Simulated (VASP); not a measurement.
# P (R-3m) in VASP: band structure with PBEsol+D3(BJ)

Aim: the band structure of P with PBEsol+D3(BJ).

All numbers are computed with VASP 6.6.1; they aren't measurements. Logs are shortened: lines on timing, memory, paths and dates and some standing lists are left out, and cuts for length are marked.

### Step 1. Starting point

The structure is trigonal, space group R-3m (No. 166). The conventional cell has a = 3.347 Å, b = 3.347 Å, c = 8.173 Å, α = 90.00°, β = 90.00°, γ = 120.00°. P (site symmetry 3m) has 6 P at 2.31 to 2.43 Å as nearest neighbours.

This isn't the form of P at room conditions, which is orthorhombic.

### Step 2. Band structure, PBEsol+D3(BJ)

INCAR

```
SYSTEM = P
  ALGO = Normal
  EDIFF = 1E-7
  ENCUT = 520
  GGA = PS
  ISIF = 2
  ISMEAR = 0
  IVDW = 12
  LASPH = .TRUE.
  LCHARG = .FALSE.
  LREAL = .FALSE.
  LWAVE = .FALSE.
  NELM = 60
  PREC = Accurate
  SIGMA = 0.02
```

KPOINTS

```
k-points
0
G
  12 12 12
  0 0 0
```

POSCAR

```
P                                       
1.0
    1.6733725819      0.9661221134      2.7243537051
   -1.6733725819      0.9661221134      2.7243537051
    0.0000000000     -1.9322442158      2.7243537046
  P             
     2
Direct
     0.2436760021316468    0.2436760021316468    0.2436760021309434
     0.7563239978683532    0.7563239978683532    0.7563239978690638
```

KPOINTS_OPT

```
path GLB1,BZGX,QFP1Z,LP
20
line-mode
reciprocal
 0.0000000000  0.0000000000  0.0000000000  G
 0.5000000000  0.0000000000  0.0000000000  L

 0.5000000000  0.0000000000  0.0000000000  L
 0.5000000000  0.2342330832 -0.2342330832  B1

 0.7657669168  0.5000000000  0.2342330832  B
 0.5000000000  0.5000000000  0.5000000000  Z

 0.5000000000  0.5000000000  0.5000000000  Z
 0.0000000000  0.0000000000  0.0000000000  G

 0.0000000000  0.0000000000  0.0000000000  G
 0.3671165416  0.0000000000 -0.3671165416  X

 0.6328834584  0.3671165416  0.0000000000  Q
 0.5000000000  0.5000000000  0.0000000000  F

 0.5000000000  0.5000000000  0.0000000000  F
 0.6328834584  0.6328834584  0.2342330832  P1

 0.6328834584  0.6328834584  0.2342330832  P1
 0.5000000000  0.5000000000  0.5000000000  Z

 0.5000000000  0.0000000000  0.0000000000  L
 0.7657669168  0.3671165416  0.3671165416  P
```

Potentials or basis: VASP PAW PBE potentials, release 64 (P).

Command:

```bash
> cat potpaw_PBE.64/P/POTCAR > POTCAR
> mpirun -np 1 vasp_std > vasp.out
```

OUTCAR:

```text
SYSTEM = P
   EDIFF = 1E-7
   ENCUT = 520
   GGA = PS
   ISIF = 2
   ISMEAR = 0
   IVDW = 12
   LASPH = .TRUE.
   LREAL = .FALSE.
   NELM = 60
   PREC = Accurate
 IVDW          = 12

 ion  position               nearest neighbor table
   1  0.244  0.244  0.244-   2 2.31   2 2.31   2 2.31   2 2.43   2 2.43   2 2.43
   2  0.756  0.756  0.756-   1 2.31   1 2.31   1 2.31   1 2.43   1 2.43   1 2.43

  LATTYP: Found a trigonal (rhomboedric) cell.
 ALAT       =     3.3400106057
 COS(alpha) =     0.4979816389

  Lattice vectors:

 A1 = (   1.6733725819,   0.9661221134,   2.7243537051)
 A2 = (  -1.6733725819,   0.9661221134,   2.7243537051)
 A3 = (   0.0000000000,  -1.9322442158,   2.7243537046)

Analysis of symmetry for initial positions (statically):
=====================================================================
 Subroutine PRICEL returns:
 Original cell was already a primitive cell.

 Routine SETGRP: Setting up the symmetry group for a
 trigonal (rhombohedral) supercell.

 Subroutine GETGRP returns: Found 12 space group operations
 (whereof 12 operations were pure point group operations)
 out of a pool of 12 trial point group operations.

The static configuration has the point symmetry D_3d.

Analysis of symmetry for dynamics (positions and initial velocities):
=====================================================================
 Subroutine PRICEL returns:
 Original cell was already a primitive cell.

 Routine SETGRP: Setting up the symmetry group for a
 trigonal (rhombohedral) supercell.

 Subroutine GETGRP returns: Found 12 space group operations
 (whereof 12 operations were pure point group operations)
 out of a pool of 12 trial point group operations.

The dynamic configuration has the point symmetry D_3d.

 Subroutine INISYM returns: Found 12 space group operations
 (whereof 12 operations are pure point group operations),
 and found     1 'primitive' translations

----------------------------------------------------------------------------------------

                                     Primitive cell

  volume of cell :      26.4265

  direct lattice vectors                    reciprocal lattice vectors
     1.673372582  0.966122113  2.724353705     0.298797772  0.172510975  0.122353178
    -1.673372582  0.966122113  2.724353705    -0.298797772  0.172510975  0.122353178
     0.000000000 -1.932244216  2.724353705     0.000000000 -0.345021949  0.122353178

  length of vectors
     3.340010606  3.340010606  3.340010601     0.366074371  0.366074371  0.366074372

  position of ions in fractional coordinates (direct lattice)
     0.243676002  0.243676002  0.243676002
     0.756323998  0.756323998  0.756323998

  ion indices of the primitive-cell ions
   primitive index   ion index
                 1           1
                 2           2

----------------------------------------------------------------------------------------

 KPOINTS: k-points

Automatic generation of k-mesh.
 Grid dimensions read from file:
 generate k-points for:   12   12   12

 Generating k-lattice:

  Cartesian coordinates                     Fractional coordinates (reciprocal lattice)
     0.024899814  0.014375915  0.010196098     0.083333333  0.000000000  0.000000000
    -0.024899814  0.014375915  0.010196098     0.000000000  0.083333333  0.000000000
     0.000000000 -0.028751829  0.010196098     0.000000000  0.000000000  0.083333333

  Length of vectors
     0.030506198  0.030506198  0.030506198

  Shift w.r.t. Gamma in fractional coordinates (k-lattice)
     0.000000000  0.000000000  0.000000000

 Subroutine IBZKPT returns following result:
 ===========================================

 Found    189 irreducible k-points:

 Following reciprocal coordinates:
            Coordinates               Weight
  0.000000  0.000000  0.000000      1.000000
  0.083333 -0.000000  0.000000      6.000000
  0.166667 -0.000000  0.000000      6.000000
  0.250000  0.000000 -0.000000      6.000000
  0.333333  0.000000  0.000000      6.000000
  0.416667  0.000000  0.000000      6.000000
[... 16 lines left out ...]
  0.500000  0.166667 -0.000000     12.000000
 -0.416667  0.166667  0.000000     12.000000
 [... further k-points ...]
   k-points           NKPTS =    189   k-points in BZ     NKDIM =    189   number of bands    NBANDS=      9
   number of dos      NEDOS =    301   number of ions     NIONS =      2
   total plane-waves  NPLWV =  21952
   dimension x,y,z NGX =    28 NGY =   28 NGZ =   28
   dimension x,y,z NGXF=    56 NGYF=   56 NGZF=   56
   ions per type =               2
   NGX,Y,Z   is equivalent  to a cutoff of  13.94, 13.94, 13.94 a.u.
   NGXF,Y,Z  is equivalent  to a cutoff of  27.87, 27.87, 27.87 a.u.
 SYSTEM =  P
   PREC   = accura    normal or accurate (medium, high low for compatibility)
   ISTART =      0    job   : 0-new  1-cont  2-samecut
   ICHARG =      2    charge: 1-file 2-atom 10-const
   ISPIN  =      1    spin polarized calculation?
   LNONCOLLINEAR =      F non collinear calculations
   LSORBIT =      F    spin-orbit coupling
   LASPH  =      T    aspherical Exc in radial PAW
   ENCUT  =  520.0 eV  38.22 Ry    6.18 a.u.   6.21  6.21  6.21*2*pi/ulx,y,z
   NELM   =     60;   NELMIN=  2; NELMDL= -5     # of ELM steps
   EDIFF  = 0.1E-06   stopping-criterion for ELM
   LREAL  =      F    real-space projection
   EDIFFG = 0.1E-05   stopping-criterion for IOM
   NSW    =      0    number of steps for IOM
   IBRION =     -1    ionic relax: 0-MD 1-quasi-New 2-CG
   NFREE  =      0    steps in history (QN), initial steepest desc. (CG)
   ISIF   =      2    stress and relaxation
   ISYM   =      2    0-nonsym 1-usesym 2-fastsym
   POTIM  = 0.5000    time-step for ionic-motion
   TEBEG  =    0.0;   TEEND  =   0.0 temperature during run
   PSTRESS=    0.0 pullay stress
   NELECT =      10.0000    total number of electrons
   NUPDOWN=      -1.0000    fix difference up-down
   EMIN   =  10.00;   EMAX   =-10.00  energy-range for DOS
   EFERMI =   0.00;   METHOD = LEGACY
   ISMEAR =     0;   SIGMA  =   0.02  broadening in eV -4-tet -1-fermi 0-gaus
   EFERMI_NEDOS =   21; number of points for ismear=-14 and -15
   IALGO  =     38    algorithm
   IMIX   =      4    mixing-type and parameters
     AMIX     =   0.40;   BMIX     =  1.00
     AMIX_MAG =   1.60;   BMIX_MAG =  1.00
  volume/ion in A,a.u.               =      13.21        89.17
  Fermi-wavevector in a.u.,A,eV,Ry     =   1.184118  2.237659 19.077215  1.402136
  Thomas-Fermi vector in A             =   2.320339
   LORBIT       =      0    0 simple, 1 ext, 2 COOP (PROOUT), +10 PAW based schemes
   GGA     = PS    functional components
   LHFCALC =     F    Hartree Fock is set to
   AEXX    =    0.0000 exact exchange contribution
   IVDW    =    12    specifies the selected vdW correction
   LEPSILON=     F    determine dielectric tensor
   LRPA    =     F    only Hartree local field effects (RPA)
 non-spin polarized calculation
 Gauss-broadening in eV      SIGMA  =   0.02
  energy-cutoff  :      520.00
  volume of cell :       26.43
 maximum number of plane-waves:       725
 NGX is ok and might be reduce to    28
   NGX = 13   NGY = 13   NGZ = 13

 number of electron      10.0000000 magnetization

 Free energy of the ion-electron system (eV)
  ---------------------------------------------------
  ext. energy  EPLUGINS =         0.00000000
  ---------------------------------------------------
  free energy    TOTEN  =       -11.48222885 eV

  energy without entropy =      -11.48211001  energy(sigma->0) =      -11.48216943

 E-fermi :  11.1440     XC(G=0): -11.7971

 val. band max:       11.1395724624   @ k =   0.3333   0.3333   0.3333
 cond. band min:      11.1465801916   @ k =   0.5000   0.0833   0.0000
 fundamental gap:      0.0070077291
 Fermi energy:        11.1440497553

 k-point     1 :       0.0000    0.0000    0.0000
  band No.  band energies     occupation
      1      -6.5261      2.00000
      2       8.6899      2.00000
      3       8.6899      2.00000
      4       8.8496      2.00000
      5      10.5877      2.00000
      6      14.9767      0.00000
      7      15.1784      0.00000
      8      15.1784      0.00000
      9      16.7224      0.00000

 k-point     2 :       0.0833   -0.0000    0.0000
  band No.  band energies     occupation
      1      -6.3977      2.00000
      2       7.4326      2.00000
      3       8.6503      2.00000
      4       8.7924      2.00000
      5      11.4007      0.00000
      6      14.8929      0.00000
      7      15.1352      0.00000
      8      15.3880      0.00000
      9      15.6980      0.00000

 k-point     3 :       0.1667   -0.0000    0.0000
  band No.  band energies     occupation
      1      -6.0131      2.00000
      2       5.4154      2.00000
      3       8.5719      2.00000
      4       8.7121      2.00000
      5      12.0086      0.00000
      6      13.7098      0.00000
      7      13.7149      0.00000
      8      15.4899      0.00000
      9      16.3784      0.00000

 k-point     4 :       0.2500    0.0000   -0.0000
  band No.  band energies     occupation
      1      -5.3748      2.00000
      2       3.3577      2.00000
      3       8.5352      2.00000
      4       8.6789      2.00000
      5      11.9982      0.00000
      6      12.3663      0.00000
      7      12.5491      0.00000
      8      14.7909      0.00000
      9      17.6467      0.00000
[... 205 lines left out ...]
 k-point    22 :       0.4167    0.1667    0.0000
  band No.  band energies     occupation
      1      -3.7078      2.00000
      2       1.1427      2.00000
      3       6.5849      2.00000
      4       7.2029      2.00000
      5       8.2832      2.00000
      6      13.6504      0.00000
      7      15.1106      0.00000
      8      15.7766      0.00000
      9      16.4216      0.00000

 k-point    23 :       0.5000    0.1667   -0.0000
  band No.  band energies     occupation
      1      -2.5218      2.00000
      2      -0.5385      2.00000
      3       6.0059      2.00000
      4       7.2792      2.00000
      5       8.6708      2.00000
      6      12.7274      0.00000
      7      15.1980      0.00000
      8      15.7765      0.00000
      9      17.9408      0.00000

 k-point    24 :      -0.4167    0.1667    0.0000
  band No.  band energies     occupation
      1      -2.0623      2.00000
      2      -1.0864      2.00000
      3       5.5246      2.00000
      4       7.7309      2.00000
      5       9.2156      2.00000
      6      11.9810      0.00000
      7      14.7504      0.00000
      8      16.3240      0.00000
      9      19.9691      0.00000

 [... further k-points ...]

------------------------ aborting loop because EDIFF is reached ----------------------------------------

 Edisp (eV)   -0.85903

 E8    (eV) :    -0.5098

  FORCE on cell =-STRESS in cart. coord.  units (eV):
  Direction    XX          YY          ZZ          XY          YZ          ZX
  --------------------------------------------------------------------------------------
  -------------------------------------------------------------------------------------
  Total       0.99321     0.99321     0.99124    -0.00000     0.00000     0.00000
  in kB      60.21610    60.21610    60.09685    -0.00000     0.00000     0.00000
  external pressure =       60.18 kB  Pullay stress =        0.00 kB

 VOLUME and BASIS-vectors are now :
 -----------------------------------------------------------------------------
  energy-cutoff  :      520.00
  volume of cell :       26.43
      direct lattice vectors                 reciprocal lattice vectors
     1.673372582  0.966122113  2.724353705     0.298797772  0.172510975  0.122353178
    -1.673372582  0.966122113  2.724353705    -0.298797772  0.172510975  0.122353178
     0.000000000 -1.932244216  2.724353705     0.000000000 -0.345021949  0.122353178

 POSITION                                       TOTAL-FORCE (eV/Angst)
 -----------------------------------------------------------------------------------
      0.00000      0.00000      1.99158         0.000000      0.000000      0.000835
      0.00000      0.00000      6.18148         0.000000     -0.000000     -0.000835
 -----------------------------------------------------------------------------------
    total drift:                                0.000000      0.000000     -0.000000

  FREE ENERGIE OF THE ION-ELECTRON SYSTEM (eV)
  ---------------------------------------------------
  free  energy   TOTEN  =       -12.3412632745 eV

  energy  without entropy=      -12.3411444329  energy(sigma->0) =      -12.34120385
```

It took 62 s on 1 thread of Intel Xeon Platinum 8259CL at 2.50GHz (Skylake/Cascade Lake), shared host; peak memory 0.2 GiB.

What came out:

```
Free energy                : -12.3413 eV
Pressure                   : 6.0 GPa
Band gap along the path    : none (metal or under the smearing width)
Dispersion energy per atom : -0.430 eV
```

Levels at the corners of the path, in eV from the Fermi level:
| point | band 1 | band 2 | band 3 | band 4 | band 5 | band 6 | band 7 | band 8 | band 9 |
| --- | --- | --- | --- | --- | --- | --- | --- | --- | --- |
| Γ | -17.67 | -2.45 | -2.45 | -2.29 | -0.56 | 3.83 | 4.03 | 4.03 | 5.75 |
| L | -13.27 | -12.98 | -2.22 | -1.93 | -1.25 | -1.06 | 1.56 | 1.77 | 12.26 |
| L | -13.27 | -12.98 | -2.22 | -1.93 | -1.25 | -1.06 | 1.56 | 1.77 | 12.41 |
| B1 | -11.47 | -11.19 | -8.33 | -8.16 | 0.14 | 0.91 | 5.66 | 5.69 | 9.78 |
| B | -11.47 | -11.19 | -8.33 | -8.16 | 0.14 | 0.91 | 5.66 | 5.69 | 9.78 |
| Z | -13.53 | -12.64 | -2.04 | -2.04 | -1.32 | -1.32 | 1.32 | 1.96 | 12.01 |
| Z | -13.53 | -12.64 | -2.04 | -2.04 | -1.32 | -1.32 | 1.32 | 1.96 | 12.01 |
| Γ | -17.67 | -2.45 | -2.45 | -2.29 | -0.56 | 3.83 | 4.03 | 4.03 | 5.60 |
| Γ | -17.67 | -2.45 | -2.45 | -2.29 | -0.56 | 3.83 | 4.03 | 4.03 | 5.58 |
| X | -11.95 | -11.32 | -8.90 | -4.98 | -3.60 | 3.85 | 4.02 | 6.77 | 9.92 |
| Q | -11.95 | -11.32 | -8.90 | -4.98 | -3.60 | 3.85 | 4.02 | 6.77 | 10.04 |
| F | -12.81 | -9.78 | -7.37 | -5.93 | -5.82 | 0.09 | 8.73 | 8.79 | 9.43 |
| F | -12.81 | -9.78 | -7.37 | -5.93 | -5.82 | 0.09 | 8.73 | 8.79 | 9.43 |
| P1 | -12.23 | -10.73 | -8.99 | -5.27 | -3.85 | 3.23 | 4.35 | 7.21 | 10.35 |
| P1 | -12.23 | -10.73 | -8.99 | -5.27 | -3.85 | 3.23 | 4.35 | 7.21 | 10.28 |
| Z | -13.53 | -12.64 | -2.04 | -2.04 | -1.32 | -1.32 | 1.32 | 1.96 | 12.01 |
| L | -13.27 | -12.98 | -2.22 | -1.93 | -1.25 | -1.06 | 1.56 | 1.77 | 12.21 |
| P | -12.23 | -10.73 | -8.99 | -5.27 | -3.85 | 3.23 | 4.35 | 7.21 | 10.27 |

Caveat: the PAW data sets were made with another functional, which shifts forces and pressure a little; pairwise dispersion overbinds metals, which lowers pressure and volume.
